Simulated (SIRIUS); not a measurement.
# Ce under changes of volume

One of the cells (34.371 Å³/atom); the others are scaled copies at fixed shape and fractional positions:

```
CELL_PARAMETERS angstrom
0.00000 2.58060 2.58060
2.58060 0.00000 2.58060
2.58060 2.58060 0.00000
ATOMIC_POSITIONS crystal
Ce 0.00000 0.00000 0.00000
```

* Program: SIRIUS 7.12.0
* Functional: LDA
* Potentials or basis: all-electron FP-LAPW
* Cutoff: 168 eV
* Basis: apw+lo standard
* k mesh: 9 × 9 × 9
* Occupations: fermi-dirac, width 0.05 eV
* Spin: collinear spin, ferromagnetic start
* Starting moments: [1.0] μB

| volume (Å³/atom) | energy over the lowest point (meV/atom) | moment (μB per cell) |
| --- | --- | --- |
| 32.309 | 0.00 | 0.00 |
| 32.996 | 40.67 | 0.00 |
| 33.684 | 82.30 | 0.48 |
| 34.371 | 123.01 | 0.69 |
| 35.058 | 162.91 | 0.80 |
| 35.746 | 203.11 | 0.89 |
| 36.433 | ? | ? |

**Question.** What does the run at 36.433 Å³/atom give?

**Answer.** Energy over the lowest point 243.19 meV/atom; moment 0.97 μB per cell.

Worked out: A Birch-Murnaghan fit of order 3 (a polynomial in V^(-2/3)) to the other rows has no minimum within the range. It gives 242.02 meV/atom at 36.433 Å³/atom, against the run's 243.19. The moment follows no smooth curve through the other rows.

Energies are extrapolated to zero smearing.

Caveats: the magnetic or orbital state may not be the lowest.
